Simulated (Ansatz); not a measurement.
Ansatz input file:

```yaml
crystal:
  lattice:
    - [3.2300235187, 0.0, 0.0]
    - [-1.6150117593, 2.797282422, 0.0]
    - [0.0, 0.0, 27.4527336707]
  atoms:
    - { symbol: O, position: [0.3333333333, 0.6666666667, 0.3096230817] }
    - { symbol: Zn, position: [0.6666666667, 0.3333333333, 0.3326185255] }
    - { symbol: O, position: [0.6666666667, 0.3333333333, 0.404591716] }
    - { symbol: Zn, position: [0.3333333333, 0.6666666667, 0.4275871598] }
    - { symbol: O, position: [0.3333333333, 0.6666666667, 0.5031237839] }
    - { symbol: Zn, position: [0.6666666667, 0.3333333333, 0.5202518515] }
    - { symbol: O, position: [0.6666666667, 0.3333333333, 0.5986212431] }
    - { symbol: Zn, position: [0.3333333333, 0.6666666667, 0.6107911764] }
    - { symbol: Zn, position: [0.3333333333, 0.6666666667, 0.699671214] }
basis:
  ecutwfc: 420
kpoints:
  mp_grid: { grid: [9, 9, 1] }
hamiltonian:
  xc: pbesol
scf:
  occupations: { method: gaussian, width: 0.05 }
output:
  forces: true
  eigenvalues: true
  write_density: true
  write_potential: true
  elf: true
  volumetric_format: npy
relax:
  adjacent_minimum: "off"
  f_tol: 0.03
  max_steps: 70
  constraints: [{ sites: [0, 1, 2, 3] }]
efield:
  axis: 3
  dipole_correction: true
  ramp_width: 0.04
```

Run as
```bash
ansatz run input.yaml --threads 2 --pin off --max-ram 5120MiB --backend cpu --events-out ev --progress --plain --runs-dir out
```

Computed with DFT PBEsol, scalar-relativistic, plane waves, PAW in Ansatz 0.2.0.

From the run's log, abridged:

```
Pseudopotentials: kind: paw
Pseudopotential: O, paw, valence charge 6, recommended cutoff 420 eV (normal)
Pseudopotential: Zn, paw, valence charge 12, recommended cutoff 420 eV (normal)
Functional definition: PBEsol
Crystal: 9 atoms, lattice volume = 248.043 Å³
Basis set: ecut = 420 eV, 4939 PW (Γ), exchange–correlation on 48×48×384 points (8 copies of the dense FFT grid, shifted against one another)
Bands: 51, of which v1, the nominal top of the filled ones, is band 42 counted from 1 (41 counted from 0)
Symmetry: 6 space group operations
Space group: P3m1 (ITA 156), of the structure as read, at distance tolerance 6.3e-5 Å
k-points: 12 of 81 (time reversal used)
Initial density: superposition of atomic densities (neutral atoms: chi_scale 0, normalization atom), corrected by the library's trained network
Initial wavefunctions: pseudopotential atomic-orbital guess
Functional: x = pbesol(κ = 0.804, μ = 0.12345679), c = pbesol(β = 0.046)
SCF iter   1: F=—  HF=-18646.695778 eV  |F-HF|=—  |Δ(HF+E_count)|=         —  Δρ=8.72e-3  dr2=1.45e0  ethr=1.77e-3  p=0.191 e·Å  D=1.39e-1 V/Å  ΔV_dip=-3.82 eV  dr2_dipole=9.00e-1  V_vac-E_F(+/−)=3.80/7.62 eV  ⟨swp⟩=10.8  Hψ=3377  notcnv=0  defer=11
efield: sawtooth ramp at fractional position 0.9846 (placed from the atoms, in the widest stretch of the axis that holds none; the zero of the levels goes with the place), width 0.0400; the density the first Hamiltonian is built on has a dipole p = 0.191 e·Å; the dipole correction subtracts the counter field D = 1.39e-1 V/Å, which shifts the + side's vacuum level by -3.82 eV against the − side's; the planar-averaged density in the ramp window peaks in size at 1.8e-5 e/Å³
SCF iter   2: F=—  HF=-18647.958734 eV  |F-HF|=—  |Δ(HF+E_count)|=    1.26e0  Δρ=5.73e-2  dr2=1.42e2  ethr=1.73e-3  p=0.316 e·Å  D=2.31e-1 V/Å  ΔV_dip=-6.33 eV  dr2_dipole=1.00e2  V_vac-E_F(+/−)=2.35/8.68 eV  ⟨swp⟩=3.3  Hψ=1322  notcnv=0  defer=40  recentre
SCF iter   3: F=—  HF=-18646.650809 eV  |F-HF|=—  |Δ(HF+E_count)|=    1.31e0  Δρ=5.70e-3  dr2=1.17e0  ethr=1.73e-3  p=0.194 e·Å  D=1.42e-1 V/Å  ΔV_dip=-3.89 eV  dr2_dipole=7.84e-1  V_vac-E_F(+/−)=3.79/7.69 eV  ⟨swp⟩=2.9  Hψ=1314  notcnv=0  defer=27
SCF iter   4: F=—  HF=-18646.605650 eV  |F-HF|=—  |Δ(HF+E_count)|=   4.52e-2  Δρ=3.93e-3  dr2=4.54e-1  ethr=1.39e-3  p=0.208 e·Å  D=1.52e-1 V/Å  ΔV_dip=-4.17 eV  dr2_dipole=3.00e-1  V_vac-E_F(+/−)=3.82/8.00 eV  ⟨swp⟩=2.0  Hψ=746  notcnv=0  defer=38
SCF iter   5: F=—  HF=-18646.600578 eV  |F-HF|=—  |Δ(HF+E_count)|=   5.07e-3  Δρ=2.45e-3  dr2=4.68e-2  ethr=5.40e-4  p=0.212 e·Å  D=1.55e-1 V/Å  ΔV_dip=-4.25 eV  dr2_dipole=2.87e-2  V_vac-E_F(+/−)=3.80/8.05 eV  ⟨swp⟩=1.0  Hψ=583  notcnv=0  defer=40
SCF iter   6: F=—  HF=-18646.597966 eV  |F-HF|=—  |Δ(HF+E_count)|=   2.61e-3  Δρ=1.48e-3  dr2=4.65e-3  ethr=5.57e-5  p=0.218 e·Å  D=1.59e-1 V/Å  ΔV_dip=-4.37 eV  dr2_dipole=6.55e-4  V_vac-E_F(+/−)=3.74/8.12 eV  ⟨swp⟩=1.8  Hψ=795  notcnv=0  defer=40
SCF iter   7: F=—  HF=-18646.598265 eV  |F-HF|=—  |Δ(HF+E_count)|=   3.00e-4  Δρ=1.44e-3  dr2=7.69e-3  ethr=5.54e-6  p=0.227 e·Å  D=1.66e-1 V/Å  ΔV_dip=-4.55 eV  dr2_dipole=3.34e-3  V_vac-E_F(+/−)=3.63/8.19 eV  ⟨swp⟩=2.2  Hψ=1128  notcnv=0  defer=40
SCF iter   8: F=—  HF=-18646.597606 eV  |F-HF|=—  |Δ(HF+E_count)|=   6.59e-4  Δρ=8.33e-4  dr2=3.90e-3  ethr=5.54e-6  p=0.227 e·Å  D=1.65e-1 V/Å  ΔV_dip=-4.54 eV  dr2_dipole=1.85e-3  V_vac-E_F(+/−)=3.65/8.19 eV  ⟨swp⟩=2.2  Hψ=1140  notcnv=0  defer=40
SCF iter   9: F=—  HF=-18646.597373 eV  |F-HF|=—  |Δ(HF+E_count)|=   2.33e-4  Δρ=3.96e-4  dr2=2.42e-3  ethr=4.65e-6  p=0.226 e·Å  D=1.65e-1 V/Å  ΔV_dip=-4.52 eV  dr2_dipole=1.47e-3  V_vac-E_F(+/−)=3.66/8.18 eV  ⟨swp⟩=1.1  Hψ=607  notcnv=0  defer=40
SCF iter  10: F=—  HF=-18646.597304 eV  |F-HF|=—  |Δ(HF+E_count)|=   6.89e-5  Δρ=1.81e-4  dr2=3.96e-4  ethr=2.89e-6  p=0.225 e·Å  D=1.64e-1 V/Å  ΔV_dip=-4.50 eV  dr2_dipole=2.33e-4  V_vac-E_F(+/−)=3.67/8.18 eV  ⟨swp⟩=1.2  Hψ=574  notcnv=0  defer=40
SCF iter  11: F=—  HF=-18646.597308 eV  |F-HF|=—  |Δ(HF+E_count)|=   3.90e-6  Δρ=1.07e-4  dr2=8.94e-5  ethr=4.71e-7  p=0.225 e·Å  D=1.64e-1 V/Å  ΔV_dip=-4.51 eV  dr2_dipole=4.08e-5  V_vac-E_F(+/−)=3.67/8.17 eV  ⟨swp⟩=1.8  Hψ=628  notcnv=0  defer=40
SCF iter  12: F=-18646.597303 eV  HF=-18646.597311 eV  |F-HF|=7.65e-6  |Δ(HF+E_count)|=   3.48e-6  Δρ=6.67e-5  dr2=1.23e-5  ethr=2.68e-8  p=0.225 e·Å  D=1.64e-1 V/Å  ΔV_dip=-4.51 eV  dr2_dipole=1.48e-6  V_vac-E_F(+/−)=3.66/8.17 eV  ⟨swp⟩=22.1  Hψ=7529  notcnv=0
SCF 1 converged in 12 iterations: F = -18646.597303 eV  dr2 = 1.23e-5
relax step   1: F+E_penalty+E_count = -18646.59730334 eV  Δ(F+E_penalty+E_count) = +0.000e0 eV  max|allowed force component| = 9.895e-1 eV/Å  Δτ_max = 0.0000 Å  (12 SCF iters, dr2 threshold 2.25e-5 eV, accepted)
Initial density: handed on by an earlier stage of this run
Initial wavefunctions: those handed on with the density
SCF iter   1: F=—  HF=-18646.699723 eV  |F-HF|=—  |Δ(HF+E_count)|=         —  Δρ=4.90e-3  dr2=5.96e-1  ethr=6.00e-4  p=0.225 e·Å  D=1.64e-1 V/Å  ΔV_dip=-4.51 eV  dr2_dipole=3.43e-1  V_vac-E_F(+/−)=3.70/8.21 eV  ⟨swp⟩=1.3  Hψ=2349  notcnv=0  defer=35
efield: sawtooth ramp at fractional position 0.9846 (handed on by an earlier solve), width 0.0400; the density the first Hamiltonian is built on has a dipole p = 0.225 e·Å; the dipole correction subtracts the counter field D = 1.64e-1 V/Å, which shifts the + side's vacuum level by -4.51 eV against the − side's; the planar-averaged density in the ramp window peaks in size at 9.7e-6 e/Å³
SCF iter   2: F=—  HF=-18646.688411 eV  |F-HF|=—  |Δ(HF+E_count)|=   1.13e-2  Δρ=2.07e-3  dr2=6.82e-2  ethr=1.51e-4  p=0.220 e·Å  D=1.61e-1 V/Å  ΔV_dip=-4.41 eV  dr2_dipole=4.06e-2  V_vac-E_F(+/−)=3.76/8.17 eV  ⟨swp⟩=2.6  Hψ=1103  notcnv=0  defer=38
SCF iter   3: F=—  HF=-18646.689665 eV  |F-HF|=—  |Δ(HF+E_count)|=   1.25e-3  Δρ=1.28e-3  dr2=3.22e-3  ethr=1.73e-5  p=0.221 e·Å  D=1.61e-1 V/Å  ΔV_dip=-4.43 eV  dr2_dipole=1.47e-4  V_vac-E_F(+/−)=3.75/8.18 eV  ⟨swp⟩=2.1  Hψ=1230  notcnv=0  defer=43
SCF iter   4: F=—  HF=-18646.688540 eV  |F-HF|=—  |Δ(HF+E_count)|=   1.12e-3  Δρ=3.56e-4  dr2=8.83e-4  ethr=8.15e-7  p=0.221 e·Å  D=1.61e-1 V/Å  ΔV_dip=-4.43 eV  dr2_dipole=4.36e-4  V_vac-E_F(+/−)=3.75/8.18 eV  ⟨swp⟩=3.0  Hψ=1445  notcnv=0  defer=43
SCF iter   5: F=—  HF=-18646.688586 eV  |F-HF|=—  |Δ(HF+E_count)|=   4.56e-5  Δρ=1.69e-4  dr2=1.16e-4  ethr=2.24e-7  p=0.222 e·Å  D=1.62e-1 V/Å  ΔV_dip=-4.44 eV  dr2_dipole=1.93e-5  V_vac-E_F(+/−)=3.74/8.18 eV  ⟨swp⟩=2.0  Hψ=1036  notcnv=0  defer=43
SCF iter   6: F=-18646.688596 eV  HF=-18646.688611 eV  |F-HF|=1.44e-5  |Δ(HF+E_count)|=   2.49e-5  Δρ=8.92e-5  dr2=2.42e-5  ethr=1.55e-8  p=0.222 e·Å  D=1.62e-1 V/Å  ΔV_dip=-4.44 eV  dr2_dipole=1.42e-6  V_vac-E_F(+/−)=3.74/8.18 eV  ⟨swp⟩=20.1  Hψ=7244  notcnv=0
SCF 2 converged in 6 iterations: F = -18646.688596 eV  dr2 = 2.42e-5
relax step   2: F+E_penalty+E_count = -18646.68859622 eV  Δ(F+E_penalty+E_count) = -9.129e-2 eV  max|allowed force component| = 6.125e-1 eV/Å  Δτ_max = 0.1444 Å  (6 SCF iters, dr2 threshold 6.12e-5 eV, accepted)
   ...
SCF iter   7: F=—  HF=-18646.729223 eV  |F-HF|=—  |Δ(HF+E_count)|=   8.79e-6  Δρ=1.08e-4  dr2=4.25e-5  ethr=2.79e-8  p=0.216 e·Å  D=1.58e-1 V/Å  ΔV_dip=-4.33 eV  dr2_dipole=2.02e-5  V_vac-E_F(+/−)=3.87/8.20 eV  ⟨swp⟩=22.7  Hψ=7503  notcnv=0
SCF iter   8: F=-18646.729221 eV  HF=-18646.729222 eV  |F-HF|=1.83e-6  |Δ(HF+E_count)|=   7.51e-7  Δρ=7.55e-5  dr2=1.35e-5  ethr=2.79e-8  p=0.216 e·Å  D=1.58e-1 V/Å  ΔV_dip=-4.33 eV  dr2_dipole=3.79e-7  V_vac-E_F(+/−)=3.88/8.20 eV  ⟨swp⟩=13.8  Hψ=6213  notcnv=0
SCF 3 converged in 8 iterations: F = -18646.729221 eV  dr2 = 1.35e-5
relax step   3: F+E_penalty+E_count = -18646.72922064 eV  Δ(F+E_penalty+E_count) = -4.062e-2 eV  max|allowed force component| = 1.618e-1 eV/Å  Δτ_max = 0.0876 Å  (8 SCF iters, dr2 threshold 2.34e-5 eV, accepted)
SCF iter   1: F=—  HF=-18646.732800 eV  |F-HF|=—  |Δ(HF+E_count)|=         —  Δρ=2.23e-3  dr2=5.84e-2  ethr=2.61e-3  p=0.216 e·Å  D=1.58e-1 V/Å  ΔV_dip=-4.33 eV  dr2_dipole=3.48e-2  V_vac-E_F(+/−)=3.89/8.21 eV  ⟨swp⟩=3.2  Hψ=1234  notcnv=0  defer=37
efield: sawtooth ramp at fractional position 0.9846 (handed on by an earlier solve), width 0.0400; the density the first Hamiltonian is built on has a dipole p = 0.216 e·Å; the dipole correction subtracts the counter field D = 1.58e-1 V/Å, which shifts the + side's vacuum level by -4.33 eV against the − side's; the planar-averaged density in the ramp window peaks in size at 3.2e-6 e/Å³
SCF iter   2: F=—  HF=-18646.731835 eV  |F-HF|=—  |Δ(HF+E_count)|=   9.65e-4  Δρ=9.18e-4  dr2=6.93e-3  ethr=6.95e-5  p=0.215 e·Å  D=1.57e-1 V/Å  ΔV_dip=-4.30 eV  dr2_dipole=2.96e-3  V_vac-E_F(+/−)=3.90/8.20 eV  ⟨swp⟩=2.2  Hψ=1115  notcnv=0  defer=40
SCF iter   3: F=—  HF=-18646.731552 eV  |F-HF|=—  |Δ(HF+E_count)|=   2.83e-4  Δρ=4.94e-4  dr2=9.90e-4  ethr=8.25e-6  p=0.215 e·Å  D=1.57e-1 V/Å  ΔV_dip=-4.30 eV  dr2_dipole=2.26e-4  V_vac-E_F(+/−)=3.90/8.20 eV  ⟨swp⟩=2.0  Hψ=1092  notcnv=0  defer=40
SCF iter   4: F=—  HF=-18646.731395 eV  |F-HF|=—  |Δ(HF+E_count)|=   1.57e-4  Δρ=1.56e-4  dr2=4.26e-5  ethr=1.18e-6  p=0.215 e·Å  D=1.57e-1 V/Å  ΔV_dip=-4.30 eV  dr2_dipole=9.54e-7  V_vac-E_F(+/−)=3.90/8.20 eV  ⟨swp⟩=2.0  Hψ=1018  notcnv=0  defer=40
SCF iter   5: F=—  HF=-18646.731396 eV  |F-HF|=—  |Δ(HF+E_count)|=   1.37e-6  Δρ=7.80e-5  dr2=1.58e-5  ethr=5.07e-8  p=0.215 e·Å  D=1.57e-1 V/Å  ΔV_dip=-4.30 eV  dr2_dipole=1.21e-6  V_vac-E_F(+/−)=3.90/8.20 eV  ⟨swp⟩=3.4  Hψ=1293  notcnv=0  defer=40
SCF iter   6: F=—  HF=-18646.731404 eV  |F-HF|=—  |Δ(HF+E_count)|=   7.93e-6  Δρ=5.37e-5  dr2=8.32e-6  ethr=1.88e-8  p=0.215 e·Å  D=1.57e-1 V/Å  ΔV_dip=-4.30 eV  dr2_dipole=7.18e-7  V_vac-E_F(+/−)=3.90/8.20 eV  ⟨swp⟩=2.0  Hψ=798  notcnv=0  defer=40
SCF iter   7: F=—  HF=-18646.731406 eV  |F-HF|=—  |Δ(HF+E_count)|=   2.12e-6  Δρ=3.92e-5  dr2=3.75e-6  ethr=9.90e-9  p=0.215 e·Å  D=1.57e-1 V/Å  ΔV_dip=-4.30 eV  dr2_dipole=2.27e-8  V_vac-E_F(+/−)=3.90/8.20 eV  ⟨swp⟩=2.5  Hψ=930  notcnv=0  defer=40
SCF iter   8: F=-18646.731408 eV  HF=-18646.731407 eV  |F-HF|=9.27e-7  |Δ(HF+E_count)|=   1.12e-6  Δρ=2.64e-5  dr2=1.59e-6  ethr=2.17e-9  p=0.215 e·Å  D=1.57e-1 V/Å  ΔV_dip=-4.30 eV  dr2_dipole=9.98e-10  V_vac-E_F(+/−)=3.90/8.20 eV  ⟨swp⟩=19.7  Hψ=6036  notcnv=0
SCF 4 converged in 8 iterations: F = -18646.731408 eV  dr2 = 1.59e-6
relax step   4: F+E_penalty+E_count = -18646.73140829 eV  Δ(F+E_penalty+E_count) = -2.188e-3 eV  max|allowed force component| = 1.050e-1 eV/Å  Δτ_max = 0.0541 Å  (8 SCF iters, dr2 threshold 1.83e-6 eV, accepted)
SCF iter   1: F=—  HF=-18646.732729 eV  |F-HF|=—  |Δ(HF+E_count)|=         —  Δρ=6.42e-4  dr2=5.69e-3  ethr=6.95e-5  p=0.215 e·Å  D=1.57e-1 V/Å  ΔV_dip=-4.30 eV  dr2_dipole=3.52e-3  V_vac-E_F(+/−)=3.90/8.20 eV  ⟨swp⟩=3.1  Hψ=1436  notcnv=0  defer=40
efield: sawtooth ramp at fractional position 0.9846 (handed on by an earlier solve), width 0.0400; the density the first Hamiltonian is built on has a dipole p = 0.215 e·Å; the dipole correction subtracts the counter field D = 1.57e-1 V/Å, which shifts the + side's vacuum level by -4.30 eV against the − side's; the planar-averaged density in the ramp window peaks in size at 2.3e-6 e/Å³
SCF iter   2: F=—  HF=-18646.732470 eV  |F-HF|=—  |Δ(HF+E_count)|=   2.60e-4  Δρ=3.13e-4  dr2=9.46e-4  ethr=6.77e-6  p=0.215 e·Å  D=1.57e-1 V/Å  ΔV_dip=-4.31 eV  dr2_dipole=5.64e-4  V_vac-E_F(+/−)=3.89/8.20 eV  ⟨swp⟩=1.3  Hψ=724  notcnv=0  defer=40
SCF iter   3: F=—  HF=-18646.732499 eV  |F-HF|=—  |Δ(HF+E_count)|=   2.95e-5  Δρ=2.19e-4  dr2=1.00e-4  ethr=1.13e-6  p=0.215 e·Å  D=1.57e-1 V/Å  ΔV_dip=-4.31 eV  dr2_dipole=1.78e-5  V_vac-E_F(+/−)=3.89/8.20 eV  ⟨swp⟩=2.0  Hψ=990  notcnv=0  defer=40
SCF iter   4: F=—  HF=-18646.732461 eV  |F-HF|=—  |Δ(HF+E_count)|=   3.80e-5  Δρ=6.74e-5  dr2=3.16e-5  ethr=1.19e-7  p=0.215 e·Å  D=1.57e-1 V/Å  ΔV_dip=-4.31 eV  dr2_dipole=1.57e-5  V_vac-E_F(+/−)=3.89/8.20 eV  ⟨swp⟩=2.3  Hψ=1020  notcnv=0  defer=40
SCF iter   5: F=—  HF=-18646.732494 eV  |F-HF|=—  |Δ(HF+E_count)|=   3.24e-5  Δρ=3.43e-5  dr2=7.62e-6  ethr=3.76e-8  p=0.215 e·Å  D=1.57e-1 V/Å  ΔV_dip=-4.31 eV  dr2_dipole=3.11e-6  V_vac-E_F(+/−)=3.89/8.20 eV  ⟨swp⟩=2.0  Hψ=732  notcnv=0  defer=40
SCF iter   6: F=—  HF=-18646.732494 eV  |F-HF|=—  |Δ(HF+E_count)|=   1.95e-7  Δρ=1.72e-5  dr2=9.15e-7  ethr=9.07e-9  p=0.215 e·Å  D=1.57e-1 V/Å  ΔV_dip=-4.31 eV  dr2_dipole=1.54e-7  V_vac-E_F(+/−)=3.89/8.20 eV  ⟨swp⟩=2.2  Hψ=885  notcnv=0  defer=40
SCF iter   7: F=—  HF=-18646.732494 eV  |F-HF|=—  |Δ(HF+E_count)|=   4.09e-7  Δρ=1.18e-5  dr2=3.84e-7  ethr=1.09e-9  p=0.215 e·Å  D=1.57e-1 V/Å  ΔV_dip=-4.31 eV  dr2_dipole=6.93e-8  V_vac-E_F(+/−)=3.89/8.20 eV  ⟨swp⟩=2.1  Hψ=998  notcnv=0  defer=40
SCF iter   8: F=—  HF=-18646.732494 eV  |F-HF|=—  |Δ(HF+E_count)|=   8.97e-8  Δρ=9.31e-6  dr2=2.03e-7  ethr=4.58e-10  p=0.215 e·Å  D=1.57e-1 V/Å  ΔV_dip=-4.31 eV  dr2_dipole=1.32e-8  V_vac-E_F(+/−)=3.89/8.20 eV  ⟨swp⟩=1.9  Hψ=666  notcnv=0  defer=40
SCF iter   9: F=-18646.732495 eV  HF=-18646.732494 eV  |F-HF|=2.64e-7  |Δ(HF+E_count)|=   1.48e-7  Δρ=5.66e-6  dr2=8.78e-8  ethr=1.19e-10  p=0.215 e·Å  D=1.57e-1 V/Å  ΔV_dip=-4.31 eV  dr2_dipole=1.78e-8  V_vac-E_F(+/−)=3.89/8.20 eV  ⟨swp⟩=16.8  Hψ=5537  notcnv=0
SCF iter  10: F=-18646.732495 eV  HF=-18646.732495 eV  |F-HF|=1.08e-8  |Δ(HF+E_count)|=   2.38e-7  Δρ=4.27e-6  dr2=7.47e-8  ethr=1.04e-10  p=0.215 e·Å  D=1.57e-1 V/Å  ΔV_dip=-4.31 eV  dr2_dipole=2.86e-8  V_vac-E_F(+/−)=3.89/8.20 eV  ⟨swp⟩=10.2  Hψ=4973  notcnv=0
SCF iter  11: F=-18646.732495 eV  HF=-18646.732495 eV  |F-HF|=3.07e-8  |Δ(HF+E_count)|=   7.61e-8  Δρ=1.07e-6  dr2=3.76e-9  ethr=8.89e-11  p=0.215 e·Å  D=1.57e-1 V/Å  ΔV_dip=-4.31 eV  dr2_dipole=5.27e-10  V_vac-E_F(+/−)=3.89/8.20 eV  ⟨swp⟩=10.1  Hψ=4978  notcnv=0
SCF 5 converged in 11 iterations: F = -18646.732495 eV  dr2 = 3.76e-9
relax step   5: F+E_penalty+E_count = -18646.73249484 eV  Δ(F+E_penalty+E_count) = -1.087e-3 eV  max|allowed force component| = 2.123e-2 eV/Å  Δτ_max = 0.0214 Å  (11 SCF iters, accepted)
WARN: The output density's exchange-correlation potential varies sharply where the density is thin. Do not read a vacuum level from v_tot or v_xc, or from such a field of the output density. On a cell that repeats whose density bears no net charge and no dipole along the vacuum's axis use v_es (v_loc + v_h of the components); under efield.dipole_correction with no amplitude use v_es + v_field, which holds any external_charges[].barrier, or the levels of the report's work_function block, which leave it out; under a non-zero efield.amplitude the vacuum is tilted and has no level; on a cell that repeats and bears such a dipole with no correction it is tilted too, and efield.dipole_correction wi ...
SCF converged after 11 iterations
Free energy (F): -18646.732495 eV
Harris-Foulkes:  -18646.732495 eV  (|F-HF|=3.07e-8)
Internal energy: -18646.725246 eV  (E = F + TS)
E sigma→0 (E₀):  -18646.728870 eV
Entropy (-TS):   -0.007249 eV (-0.805 meV/atom)
Fermi energy:    0.340569 eV
Dipole field:    D = 0.156976 V/Å  (p = 0.215179 e·Å, saw-weighted, corrected)
Work function:   Φ+ = 3.8921 eV   Φ− = 8.2014 eV
Levels:          The Fermi level and band energies are counted from a zero that moves with the ramp; work functions are not
--- Per-component energies (eV) ---
  E_band       = -493.228566
  E_kinetic    = 1346.534271
  E_local      = -107099.777056  (includes V_loc(G=0)·N_el)
  E_nonlocal   = 3283.948712
  E_hartree    = 52370.396877
  E_xc         = -963.093778
  E_vxc        = -627.764302  (∫ρ·V_xc dr)
  E_paw        = -9572.484381  (= ΣΔE_a)
  E_vpaw       = -2138.018416  (= ΣTr[D̂ρ^β])
  E_aug_tail   = 0.007916  (compensation charges beyond the density's cutoff)
  E_efield     = 0.016889  (sawtooth field / dipole correction)
  E_vefield    = 1.057443  (∫n·V_field dr)
  E_ewald      = 41983.597377
  E_core_change = 4.127926  (= ΣΔE_core)
  E_smearing   = -0.007249  (= −TS)
--- Forces (eV/Å), atoms counted from 1 ---
  atom   1  O      0.00000000     0.00000000     1.30272086
  atom   2  Zn     0.00000000     0.00000000    -1.72312102
  atom   3  O      0.00000000     0.00000000     1.00268109
  atom   4  Zn     0.00000000     0.00000000    -0.56279522
  atom   5  O      0.00000000     0.00000000    -0.00482449
  atom   6  Zn     0.00000000     0.00000000    -0.02123450
  atom   7  O      0.00000000     0.00000000     0.00431180
  atom   8  Zn     0.00000000     0.00000000    -0.00469948
  atom   9  Zn     0.00000000     0.00000000     0.00695395
--- Band table (eV; the first three rows and the last of 12) ---
  k-point 0: bands = ["-19.1954", "-18.5809", "-17.7141", "-16.0859", "-7.3858", "-7.3858", "-7.2539", "-6.8613", "-6.7243", "-6.7243", "-6.6168", "-6.6168", "-6.6073", "-6.5544", "-6.5544", "-6.3509", "-6.1742", "-6.1742", "-5.8685", "-5.8289", "-5.8289", "-5.3955", "-5.3955", "-4.9867", "-4.9867", "-4.6711", "-4.6711", "-4.6558", "-4.2118", "-3.9572", "-3.9572", "-3.2556", "-2.1350", "-1.8374", "-1.8374", "-1.1413", "-1.1413", "-0.7695", "-0.4293", "-0.4293", "0.0843", "0.7565", "0.7565", "1.4437", "2.6523", "3.5717", "4.2934", "5.1066", "5.6937", "7.3235", "8.2216"]
  k-point 1: bands = ["-19.1353", "-18.5292", "-17.6624", "-16.0359", "-7.4425", "-7.3328", "-7.2197", "-6.8623", "-6.7499", "-6.6669", "-6.6342", "-6.5980", "-6.5896", "-6.5574", "-6.5379", "-6.2935", "-6.1749", "-6.0483", "-5.8713", "-5.7977", "-5.7787", "-5.3987", "-5.3873", "-4.9976", "-4.9333", "-4.6949", "-4.6733", "-4.5825", "-4.2048", "-3.9605", "-3.9186", "-3.1916", "-2.4544", "-1.9919", "-1.9523", "-1.6451", "-1.2880", "-0.9943", "-0.5579", "-0.2217", "0.1526", "0.2960", "0.6317", "1.8338", "3.0566", "3.9641", "4.5955", "5.5015", "5.9365", "7.4616", "8.3415"]
  k-point 2: bands = ["-18.9794", "-18.3962", "-17.5287", "-15.9071", "-7.5385", "-7.1958", "-7.1415", "-6.8867", "-6.7871", "-6.6817", "-6.5991", "-6.5700", "-6.5170", "-6.5101", "-6.4384", "-6.2456", "-6.1684", "-5.9436", "-5.7452", "-5.6485", "-5.5833", "-5.3988", "-5.2897", "-4.9879", "-4.7939", "-4.6930", "-4.6692", "-4.4519", "-4.1760", "-3.9632", "-3.7864", "-3.3645", "-3.0613", "-2.4502", "-2.3893", "-2.0961", "-1.6629", "-1.6248", "-0.8891", "-0.6002", "0.1249", "0.3131", "0.5020", "2.7038", "3.9272", "4.7167", "5.4325", "5.9690", "6.3398", "6.7559", "7.9751"]
  k-point 11: bands = ["-18.5881", "-18.0676", "-17.1948", "-15.5882", "-7.1466", "-6.9376", "-6.8701", "-6.7317", "-6.6570", "-6.5864", "-6.5660", "-6.5303", "-6.3904", "-6.3001", "-6.2236", "-6.0975", "-5.9307", "-5.6270", "-5.5278", "-5.4834", "-5.4687", "-5.1135", "-4.9486", "-4.9050", "-4.8678", "-4.7538", "-4.6652", "-4.5587", "-4.3717", "-4.0818", "-4.0440", "-3.8792", "-3.8033", "-3.4909", "-3.2505", "-2.8859", "-2.7947", "-2.1921", "-1.5773", "-1.2456", "-0.4047", "0.0674", "1.8655", "1.9538", "3.4468", "6.4885", "6.8522", "6.8577", "6.9954", "7.3461", "7.5091"]
--- Relaxed structure (5 steps of the walk, 5 accepted, 0 SCFs on fresh bases) ---
  F+E_penalty+E_count = -18646.73249484 eV   max|allowed force component| = 2.123e-2 eV/Å
  atoms:
    - { symbol: O, position: [0.33333333, 0.66666666, 0.30962308] }
    - { symbol: Zn, position: [0.66666666, 0.33333333, 0.3326185255] }
    - { symbol: O, position: [0.66666666, 0.33333333, 0.404591716] }
    - { symbol: Zn, position: [0.33333333, 0.66666666, 0.42758715] }
    - { symbol: O, position: [0.33333333, 0.66666666, 0.50176997] }
    - { symbol: Zn, position: [0.66666666, 0.33333333, 0.52127038] }
    - { symbol: O, position: [0.66666666, 0.33333333, 0.59603431] }
    - { symbol: Zn, position: [0.33333333, 0.66666666, 0.61614283] }
    - { symbol: Zn, position: [0.33333333, 0.66666666, 0.70910653] }
```

The relaxation met its thresholds.

Time: 84 s on 2 threads of AMD EPYC 7R43 64-Core Processor (Zen 3) (shared host), peak memory 0.61 GiB.

Spin polarisation was left out, and a magnetic state may lie lower.